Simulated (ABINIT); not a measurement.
Runs of ABINIT 10.8.3 (patched build) on BN. Symmetry: F-43m, No. 216, cubic system. The conventional cell has a = 3.626 Å, b = 3.626 Å, c = 3.626 Å, α = 90.00°, β = 90.00°, γ = 90.00°. Around N (site symmetry -43m) lie 4 B at 1.57 Å. B (site symmetry -43m) is surrounded by 4 N at 1.57 Å. The cell is a database's computed one.

| task | level | potentials or basis | k mesh | cutoff (eV) | fine-grid cutoff | dispersion computed by | gap on the mesh (eV) | V0 of scaled cells (Å³/atom) | B0 (GPa) |
| --- | --- | --- | --- | --- | --- | --- | --- | --- | --- |
| band structure | LDA-PZ | JTH PAW LDA v2.0 | 13 × 13 × 13 | 680 | 1278.94 eV | - | 4.40 | - | - |
| equation of state | RPBE | JTH PAW PBE v2.0 | 13 × 13 × 13 | 680 | 1278.94 eV | - | - | (a) | 358 |
| equation of state | LDA | JTH PAW LDA v2.0 | 13 × 13 × 13 | 844 | 1442.2 eV | - | - | 5.74 | (c) |
| single point | PBEsol | JTH PAW PBE v2.0 | 8 × 8 × 8 | 707 | 1306.15 eV | - | 4.26 | - | - |
| single point | LDA | JTH PAW LDA v2.0 | 17 × 17 × 17 | 680 | 1278.94 eV | - | (d) | - | - |
| equation of state | SOGGA | JTH PAW PBE v2.0 | 13 × 13 × 13 | 707 | 1306.15 eV | - | - | 5.85 | 389 |
| equation of state | AM05+D4 | JTH PAW PBE v2.0 | 13 × 13 × 13 | 680 | 1278.94 eV | dftd4 4.3.1 | - | 5.81 | 393 |
| single point | r2SCAN | JTH PAW PBE v2.0 | 8 × 8 × 8 | 844 | 1442.2 eV | - | 4.95 | - | - |
| equation of state | PBE | SG15 NC PBE v1.2 | 13 × 13 × 13 | 1143 | - | - | - | (b) | 369 |
| equation of state | PBE | PseudoDojo NC SR PBE v0.5 standard | 13 × 13 × 13 | 1143 | - | - | - | 5.95 | 371 |
| equation of state | PBE | JTH PAW PBE v2.0 | 13 × 13 × 13 | 707 | 1306.15 eV | - | - | 5.95 | 372 |
| band structure | r2SCAN | JTH PAW LDA v2.0 | 13 × 13 × 13 | 816 | 1414.99 eV | - | 5.02 | - | - |

Alike in all rows: no spin polarisation; cell as given; smearing fermi-dirac 0.05 eV.

Problem. Estimate the missing entries.

Solution. (a) 6.05; (b) 5.93; (c) 403; (d) 4.38.

Caveats: pressures at fixed basis lie under the slope of the energies (some runs); the PAW data sets were made with another functional, which shifts forces and pressure a little (some runs); an odd mesh through Γ misses points on the zone boundary, where band edges often lie (some runs).

Not every run made on this cell is shown here.
